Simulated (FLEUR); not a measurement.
# HgTe (Coloradoite) (F-43m) in FLEUR: notebook, part 2 of 2

FLEUR MaX-R8.1 (later development tree). Earlier steps stand in the parts before.

### Step 3. Band structure, r2SCAN

Changes to inp.xml since step 2:

```diff
@@ -7,5 +7,8 @@
       <cutoffs Kmax="4.14" Gmax="12.8" GmaxXC="12.8" numbands="0"/>
-      <scfLoop itmax="60" minDistance="0.00001" maxIterBroyd="15" imix="Anderson" alpha="0.05" precondParam="0.0" spinf="2.0" sdNocoIR="T"/>
-      <coreElectrons ctail="T" frcor="F" kcrel="0" coretail_lmax="0"/>
-      <xcFunctional name="PBEs" relativisticCorrections="F"/>
+      <scfLoop itmax="80" minDistance="0.0001" maxIterBroyd="30" imix="Anderson" alpha="0.05" precondParam="0.0" spinf="2.0" sdNocoIR="T"/>
+      <coreElectrons ctail="F" frcor="F" kcrel="0" coretail_lmax="0"/>
+      <xcFunctional name="LibXC" relativisticCorrections="F">
+         <LibXCName exchange="mgga_x_r2scan" correlation="mgga_c_r2scan"/>
+         <AuxGGA exchange="117" correlation="130"/>
+      </xcFunctional>
       <magnetism jspins="1"/>
```

File crystal.txt:

```
HgTe
&input cartesian=F /
0.0000000000  3.2145000000  3.2145000000
3.2145000000  0.0000000000  3.2145000000
3.2145000000  3.2145000000  0.0000000000
1.8897261246
1.0 1.0 1.0

2
80 0.0000000000  0.0000000000  0.0000000000
52 0.7500000000  0.7500000000  0.7500000000

&kpt div1=7 div2=7 div3=7 gamma=T /
```

Changes to inp.xml (bands) since step 2:

```diff
@@ -7,5 +7,8 @@
       <cutoffs Kmax="4.14" Gmax="12.8" GmaxXC="12.8" numbands="0"/>
-      <scfLoop itmax="60" minDistance="0.00001" maxIterBroyd="15" imix="Anderson" alpha="0.05" precondParam="0.0" spinf="2.0" sdNocoIR="T"/>
-      <coreElectrons ctail="T" frcor="F" kcrel="0" coretail_lmax="0"/>
-      <xcFunctional name="PBEs" relativisticCorrections="F"/>
+      <scfLoop itmax="80" minDistance="0.0001" maxIterBroyd="30" imix="Anderson" alpha="0.05" precondParam="0.0" spinf="2.0" sdNocoIR="T"/>
+      <coreElectrons ctail="F" frcor="F" kcrel="0" coretail_lmax="0"/>
+      <xcFunctional name="LibXC" relativisticCorrections="F">
+         <LibXCName exchange="mgga_x_r2scan" correlation="mgga_c_r2scan"/>
+         <AuxGGA exchange="117" correlation="130"/>
+      </xcFunctional>
       <magnetism jspins="1"/>
```

Potentials or basis: all-electron, FLAPW.

Command:

```bash
$ inpgen -f crystal.txt -profile fastHighL
$ # inp.xml edited to the form shown
$ fleur_MPI
$ fleur_MPI   # second run, on inp.xml (bands)
```

Standard output:

```text
Welcome to FLEUR        (www.flapw.de)
      MaX-Release 8.1          (www.max-centre.eu)
 func_ids         498         497         498         497
 MetaGGA potential functional detected - V_tau will be computed
 Auxiliary Potential for radial basis: exchange=         117  correlation=         130
The functional 'Re-regularized SCAN exchange by Furness et al' is an exchange functional, it belongs to the 'MGGA' family and is defined in the reference(s):
[1] J. W. Furness, A. D. Kaplan, J. Ning, J. P. Perdew, and J. Sun.,  J. Phys. Chem. Lett. 11, 8208-8215 (2020)
[2] J. W. Furness, A. D. Kaplan, J. Ning, J. P. Perdew, and J. Sun.,  J. Phys. Chem. Lett. 11, 9248-9248 (2020)
The functional 'Re-regularized SCAN correlation by Furness et al' is a correlation functional, it belongs to the 'MGGA' family and is defined in the reference(s):
[1] J. W. Furness, A. D. Kaplan, J. Ning, J. P. Perdew, and J. Sun.,  J. Phys. Chem. Lett. 11, 8208-8215 (2020)
[2] J. W. Furness, A. D. Kaplan, J. Ning, J. P. Perdew, and J. Sun.,  J. Phys. Chem. Lett. 11, 9248-9248 (2020)
 Using same functional for VXC and EXC
[... 39 lines left out ...]
 Using same functional for VXC and EXC
 Iteration:     3   Distance:      33.55723031 me/bohr^3
The functional 'Hammer, Hansen, and Norskov' is an exchange functional, it belongs to the 'GGA' family and is defined in the reference(s):
[1] B. Hammer, L. B. Hansen, and J. K. Nørskov.,  Phys. Rev. B 59, 7413 (1999)
[... 68 lines left out ...]
The functional 'Hammer, Hansen, and Norskov' is an exchange functional, it belongs to the 'GGA' family and is defined in the reference(s):
[1] B. Hammer, L. B. Hansen, and J. K. Nørskov.,  Phys. Rev. B 59, 7413 (1999)
The functional 'Perdew, Burke & Ernzerhof' is a correlation functional, it belongs to the 'GGA' family and is defined in the reference(s):
[1] J. P. Perdew, K. Burke, and M. Ernzerhof.,  Phys. Rev. Lett. 77, 3865 (1996)
[2] J. P. Perdew, K. Burke, and M. Ernzerhof.,  Phys. Rev. Lett. 78, 1396 (1997)
 Using same functional for VXC and EXC
 Iteration:    14   Distance:       0.00023289 me/bohr^3
The functional 'Hammer, Hansen, and Norskov' is an exchange functional, it belongs to the 'GGA' family and is defined in the reference(s):
[1] B. Hammer, L. B. Hansen, and J. K. Nørskov.,  Phys. Rev. B 59, 7413 (1999)
The functional 'Perdew, Burke & Ernzerhof' is a correlation functional, it belongs to the 'GGA' family and is defined in the reference(s):
[1] J. P. Perdew, K. Burke, and M. Ernzerhof.,  Phys. Rev. Lett. 77, 3865 (1996)
[2] J. P. Perdew, K. Burke, and M. Ernzerhof.,  Phys. Rev. Lett. 78, 1396 (1997)
 Using same functional for VXC and EXC
 Iteration:    15   Distance:       0.00002631 me/bohr^3

 ********************************************************************
 Run finished successfully
 Stop message:
   all done
 ********************************************************************
```

out.xml (last iteration):

```text
<iteration numberForCurrentRun="   15" overallNumber="   15">
         <energyParameters units="Htr">
            <atomicEP atomType="1" spin="1" branch="6s" branchLowest="-4.00" branchHighest="1.41" value="-0.0212265284"/>
            <atomicEP atomType="1" spin="1" branch="6p" branchLowest="-2.08" branchHighest="2.45" value="0.1630444136"/>
            <atomicEP atomType="1" spin="1" branch="5d" branchLowest="-12.46" branchHighest="0.19" value="-0.0259874397"/>
[... 150 lines left out ...]
            </atomTypeDependentContributions>
            <tkbTimesEntropy value="0.0000248906"/>
            <freeEnergy value="-26456.8367253674"/>
            <extrapolationTo0K value="-26456.8367129221"/>
         </totalEnergy>
         <densityConvergence units="me/bohr^3">
            <chargeDensity spin="1" distance="0.0000263078"/>
         </densityConvergence>
      </iteration>
```

It took 4 min on 1 thread of Intel Xeon at 2.50GHz (Skylake/Cascade Lake), shared host; peak memory 0.1 GiB.

Results:

```yaml
Free_energy: -719927.2030 eV
Band_gap_along_the_path: none (metal or under the smearing width)
Valence_electrons_inside_the_program's_atomic_spheres: Hg 17.88; Te 19.73 (radii Hg 2.37, Te 2.51 bohr)
```

Levels at the corners of the path, in eV from the Fermi level:
```csv
point,band 18,band 19,band 20,band 21,band 22,band 23,band 24,band 25
Γ,-7.22,-0.40,-0.04,-0.04,-0.04,4.53,4.53,4.53
X,-6.69,-5.72,-2.46,-2.46,2.05,2.64,8.65,9.52
W,-6.51,-5.82,-2.87,-2.75,3.40,4.80,5.75,6.41
K,-6.60,-5.75,-3.13,-2.05,2.44,4.25,7.37,7.66
Γ,-7.22,-0.40,-0.04,-0.04,-0.04,4.53,4.53,4.53
L,-6.87,-5.79,-1.09,-1.09,0.93,5.37,5.37,7.01
U,-6.60,-5.75,-3.13,-2.05,2.44,4.25,7.37,7.66
W,-6.51,-5.82,-2.87,-2.75,3.40,4.80,5.75,6.41
L,-6.87,-5.79,-1.09,-1.09,0.93,5.37,5.37,7.01
K,-6.60,-5.75,-3.13,-2.05,2.44,4.25,7.37,7.66
U,-6.60,-5.75,-3.13,-2.05,2.44,4.25,7.37,7.66
X,-6.69,-5.72,-2.46,-2.46,2.05,2.64,8.65,9.52
```

Core levels (eV from the Fermi level):
| atom | levels |
| --- | --- |
| 1 Hg | 1s1/2 -83048.8, 2s1/2 -14704.1, 2p1/2 -14103.9, 2p3/2 -12155.9, 3s1/2 -3486.6, 3p1/2 -3217.1, 3p3/2 -2785.6, 4s1/2 -764.2, 3d3/2 -2341.1, 3d5/2 -2248.6, 4p1/2 -648.8, 4p3/2 -544.6, 4d3/2 -356.4, 4d5/2 -337.0, 4f5/2 -94.8, 4f7/2 -90.6 |
| 2 Te | 1s1/2 -31604.3, 2s1/2 -4841.0, 2p1/2 -4534.7, 2p3/2 -4260.2, 3s1/2 -959.6, 3p1/2 -833.7, 3p3/2 -782.6, 4s1/2 -159.3, 3d3/2 -560.9, 3d5/2 -550.2 |

Caveat: the meta-GGA is that of a development version, with a GGA for the radial functions and cores and without core tails; spin-orbit coupling is left out, which moves the levels of the heavy elements.

### Step 4. Equation of state, r2SCAN, 31.22 Å³/atom (volume scaled by 0.94)

Changes to inp.xml since step 3:

```diff
@@ -6,3 +6,3 @@
    <calculationSetup>
-      <cutoffs Kmax="4.14" Gmax="12.8" GmaxXC="12.8" numbands="0"/>
+      <cutoffs Kmax="4.26" Gmax="13.2" GmaxXC="13.2" numbands="0"/>
       <scfLoop itmax="80" minDistance="0.0001" maxIterBroyd="30" imix="Anderson" alpha="0.05" precondParam="0.0" spinf="2.0" sdNocoIR="T"/>
@@ -27,3 +27,3 @@
       <xi:include xmlns:xi="http://www.w3.org/2001/XInclude" href="sym.xml"> </xi:include>
-      <bulkLattice scale="1.0">
+      <bulkLattice scale="0.9795861087">
          <bravaisMatrix>
@@ -37,3 +37,3 @@
       <species name="Mercury (Hg)" element="Hg" atomicNumber="80">
-         <mtSphere radius="2.37" gridPoints="783" logIncrement="0.017"/>
+         <mtSphere radius="2.3" gridPoints="783" logIncrement="0.017"/>
          <atomicCutoffs lmax="9" lnonsphr="9"/>
@@ -51,3 +51,3 @@
       <species name="Tellurium (Te)" element="Te" atomicNumber="52">
-         <mtSphere radius="2.51" gridPoints="829" logIncrement="0.016"/>
+         <mtSphere radius="2.43" gridPoints="829" logIncrement="0.016"/>
          <atomicCutoffs lmax="10" lnonsphr="10"/>
```

Command:

```bash
$ inpgen -f crystal.txt -profile fastHighL
$ # inp.xml edited to the form shown
$ fleur_MPI
```

Wall time 3.5 min (1 thread of Intel Xeon at 2.50GHz (Skylake/Cascade Lake), shared host); peak memory 0.1 GiB.

It converged, with:

| Item | Value |
| --- | --- |
| Free energy | -719927.0749 eV |
| Band gap on the k mesh | none (metal or under the smearing width) |
| Valence electrons inside the program's atomic spheres | Hg 17.69; Te 19.52 (radii Hg 2.3, Te 2.43 bohr) |

Caveat: the meta-GGA is that of a development version, with a GGA for the radial functions and cores and without core tails.

### Step 5. Equation of state, r2SCAN, 31.89 Å³/atom (volume scaled by 0.96)

Changes to inp.xml since step 4:

```diff
@@ -27,3 +27,3 @@
       <xi:include xmlns:xi="http://www.w3.org/2001/XInclude" href="sym.xml"> </xi:include>
-      <bulkLattice scale="0.9795861087">
+      <bulkLattice scale="0.9864848297">
          <bravaisMatrix>
```

Command:

```bash
$ inpgen -f crystal.txt -profile fastHighL
$ # inp.xml edited to the form shown
$ fleur_MPI
```

Wall time 3.6 min (1 thread of Intel Xeon at 2.50GHz (Skylake/Cascade Lake), shared host); peak memory 0.1 GiB.

The run converged. Its results:

| Quantity | Value |
| --- | --- |
| Free energy | -719927.1285 eV |
| Band gap on the k mesh | none (metal or under the smearing width) |
| Valence electrons inside the program's atomic spheres | Hg 17.68; Te 19.50 (radii Hg 2.3, Te 2.43 bohr) |

Caveat: the meta-GGA is that of a development version, with a GGA for the radial functions and cores and without core tails.

### Step 6. Equation of state, r2SCAN, 34.54 Å³/atom (volume scaled by 1.04)

Changes to inp.xml since step 5:

```diff
@@ -27,3 +27,3 @@
       <xi:include xmlns:xi="http://www.w3.org/2001/XInclude" href="sym.xml"> </xi:include>
-      <bulkLattice scale="0.9864848297">
+      <bulkLattice scale="1.0131594038">
          <bravaisMatrix>
```

Potentials or basis: all-electron, FLAPW.

Command:

```bash
$ inpgen -f crystal.txt -profile fastHighL
$ # inp.xml edited to the form shown
$ fleur_MPI
```

Run time: 4.2 min. Hardware: 1 thread of Intel Xeon at 2.50GHz (Skylake/Cascade Lake), shared host; peak memory 0.1 GiB.

The run converged. Its results:

```
Free energy                                           : -719927.2397 eV
Band gap on the k mesh                                : none (metal or under the smearing width)
Valence electrons inside the program's atomic spheres : Hg 17.64; Te 19.45 (radii Hg 2.3, Te 2.43 bohr)
```

Caveat: the meta-GGA is that of a development version, with a GGA for the radial functions and cores and without core tails.

### Step 7. Equation of state, r2SCAN, 35.21 Å³/atom (volume scaled by 1.06)

Changes to inp.xml since step 6:

```diff
@@ -27,3 +27,3 @@
       <xi:include xmlns:xi="http://www.w3.org/2001/XInclude" href="sym.xml"> </xi:include>
-      <bulkLattice scale="1.0131594038">
+      <bulkLattice scale="1.0196128224">
          <bravaisMatrix>
```

Command:

```bash
$ inpgen -f crystal.txt -profile fastHighL
$ # inp.xml edited to the form shown
$ fleur_MPI
```

Wall time 4.1 min (1 thread of Intel Xeon at 2.50GHz (Skylake/Cascade Lake), shared host); peak memory 0.1 GiB.

The run converged. Its results:

```yaml
Free_energy: -719927.2463 eV
Band_gap_on_the_k_mesh: none (metal or under the smearing width)
Valence_electrons_inside_the_program's_atomic_spheres: Hg 17.64; Te 19.44 (radii Hg 2.3, Te 2.43 bohr)
```

Caveat: the meta-GGA is that of a development version, with a GGA for the radial functions and cores and without core tails.
